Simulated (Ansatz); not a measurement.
The system is HfO2.

```
Hf O
1.0
     5.21946    0.00000    0.00000
     0.00000    5.00476    0.00000
     0.00000    0.00000    5.03269
Hf O
4 8
Direct
  0.96699 0.73252 0.74144
  0.53301 0.73252 0.24144
  0.46699 0.26748 0.74144
  0.03301 0.26748 0.24144
  0.63213 0.92865 0.87927
  0.86787 0.92865 0.37927
  0.23395 0.53988 0.49229
  0.26605 0.53988 0.99229
  0.76605 0.46012 0.99229
  0.73395 0.46012 0.49229
  0.13213 0.07135 0.87927
  0.36787 0.07135 0.37927
```

Measurements of this composition are mostly on another form, of space group No. 14.

* Program: Ansatz 0.2.0
* Task: relaxation of cell and atoms
* Functional: RPBE
* Potentials or basis: Ansatz PAW
* Cutoff: 420 eV (not typed: the program's choice for these potentials)
* k mesh: 5 × 6 × 5
* Occupations: fermi-dirac, width 0.05 eV
* Spin: no spin polarisation

At the start: volume 10.96 Å³/atom.

Q: How do energy, volume and symmetry change on relaxing?

A: It ends after 10 steps and the volume is 11.69 Å³/atom (+6.7 %); space group Pca2_1 (No. 29, to 0.05 Å).

The path:
```csv
step,energy change (eV),largest force (eV/Å),volume (Å³)
1,0.0000,0.1382,131.46
2,-0.2897,0.0978,140.62
3,-0.3075,0.0847,139.37
4,-0.3058,0.2413,140.11
5,-0.3119,0.0455,139.90
6,-0.3142,0.0208,139.87
7,-0.3144,0.0013,139.85
8,-0.3669,0.0035,139.85
9,-0.3658,0.0052,140.32
10,-0.3678,0.0053,140.32
```

Final structure:
```
CELL_PARAMETERS angstrom
5.34978 0.00000 0.00000
0.00000 5.10276 0.00000
0.00000 0.00000 5.14024
ATOMIC_POSITIONS crystal
Hf 0.96704 0.73476 0.73781
Hf 0.53296 0.73476 0.23781
Hf 0.46704 0.26524 0.73781
Hf 0.03296 0.26524 0.23781
O 0.63605 0.93586 0.88543
O 0.86395 0.93586 0.38543
O 0.22376 0.53392 0.48976
O 0.27624 0.53392 0.98976
O 0.77624 0.46608 0.98976
O 0.72376 0.46608 0.48976
O 0.13605 0.06414 0.88543
O 0.36395 0.06414 0.38543
```

Caveat: the plane-wave basis is chosen anew once the cell has moved, so the energies of steps on either side of that aren't comparable; the pressure holds a Pulay correction of +0.7 GPa for the finite cutoff; the PAW data sets come from PBE, with cores solved anew for the run's functional, which leaves a small shift of forces and pressure.
